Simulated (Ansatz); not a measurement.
CdSe (Cadmoselite):

```
Cd Se
1.0
     4.30000    0.00000    0.00000
    -2.15000    3.72391    0.00000
     0.00000    0.00000    7.02000
Cd Se
2 2
Direct
  0.66667 0.33333 0.50000
  0.33333 0.66667 0.00000
  0.66667 0.33333 0.88500
  0.33333 0.66667 0.38500
```

- Program: Ansatz 0.2.0
- Task: relaxation of cell and atoms
- Functional: PBEsol
- Dispersion: D3(BJ)
- Potentials or basis: Ansatz PAW
- Cutoff: 420 eV (not typed: the program's choice for these potentials)
- k mesh: 7 × 7 × 4
- Occupations: fermi-dirac, width 0.05 eV
- Spin: no spin polarisation

At the start: volume 28.10 Å³/atom.

How do energy, volume and symmetry change on relaxing?

It ends after 5 steps and the volume is 27.25 Å³/atom (-3.0 %); space group P6_3mc (No. 186, to 0.05 Å).

The path:
| step | energy change (eV) | largest force (eV/Å) | volume (Å³) |
| --- | --- | --- | --- |
| 1 | 0.0000 | 0.2652 | 112.41 |
| 2 | -0.0308 | 0.0664 | 107.39 |
| 3 | -0.0366 | 0.0278 | 109.13 |
| 4 | -0.0368 | 0.0006 | 108.99 |
| 5 | -0.0363 | 0.0006 | 108.99 |

Final structure:
```xyz
4
Lattice="4.2552 0.0000 0.0000 -2.1276 3.6851 0.0000 0.0000 0.0000 6.9506" Properties=species:S:1:pos:R:3 pbc="T T T"
Cd    2.1276    1.2284    3.5087
Cd    0.0000    2.4568    0.0334
Se    2.1276    1.2284    6.1179
Se    0.0000    2.4568    2.6426
```

Caveat: the plane-wave basis is chosen anew once the cell has moved, so the energies of steps on either side of that aren't comparable; the PAW data sets come from PBE, with cores solved anew for the run's functional, which leaves a small shift of forces and pressure.
